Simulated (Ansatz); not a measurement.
# KCl: the cell at several levels of theory

One table from this session's results is given with a row withheld; the runs are named, their logs left out.

The runs shown are made with Ansatz 0.2.0. PAW datasets, plane waves, zero pressure. Computed, not measured; no magnetism was allowed, and the structure may never have been made.

## Starting point

Space group F-43m (No. 216), cubic; a = 6.557 Å in the conventional setting, 35.24 Å³ an atom. Near K stand 4 Cl at 2.84 Å; near Cl stand 4 K at 2.84 Å.

Structure file:

```
CELL_PARAMETERS angstrom
0.00000 3.27866 3.27866
3.27866 0.00000 3.27866
3.27866 3.27866 0.00000
ATOMIC_POSITIONS crystal
K 0.00000 0.00000 0.00000
Cl 0.25000 0.25000 0.25000
```

The first run:

input.yaml reads:

```yaml
crystal:
  lattice:
    - [0.0, 3.2786567087, 3.2786567087]
    - [3.2786567087, 0.0, 3.2786567087]
    - [3.2786567087, 3.2786567087, 0.0]
  atoms:
    - { symbol: K, position: [0.0, 0.0, 0.0] }
    - { symbol: Cl, position: [0.25, 0.25, 0.25] }
kpoints:
  mp_grid: { grid: [6, 6, 6] }
hamiltonian:
  xc: pbe
scf:
  occupations: { method: fermi_dirac, width: 0.02 }
relax:
  f_tol: 0.005
  cell: {}
```

Launch:

```
$ ansatz run input.yaml --threads 2 --pin off --max-ram 2211MiB --backend cpu --events-out ev --progress --plain --runs-dir out
```

Steps of the session up to this table: PBE: cell and atoms; Relaxing with r2SCAN; PBEsol: cell and atoms; Relaxation with LDA; Relaxing with HSE06.

One of the session's tables, all rows but one given; the rest of the session is left out.

```
 level  a (Å)  volume (Å³/atom)
   PBE  7.067            44.126
r2SCAN  7.015            43.143
PBEsol  6.947            41.901
   LDA      ?                 ?
 HSE06  7.043            43.675
```

**Question.** Estimate the row for LDA.

As computed: a (Å): 6.786; volume (Å³/atom): 39.055. In the column «a (Å)» it is the lowest.

LDA gives the smallest cell and PBE the largest; they differ by 13.0 % in volume, a mean of 4.2 % in length. The meshes differ: PBE 6×6×6, r2SCAN 6×6×6, PBEsol 6×6×6, LDA 6×6×6, HSE06 4×4×4.
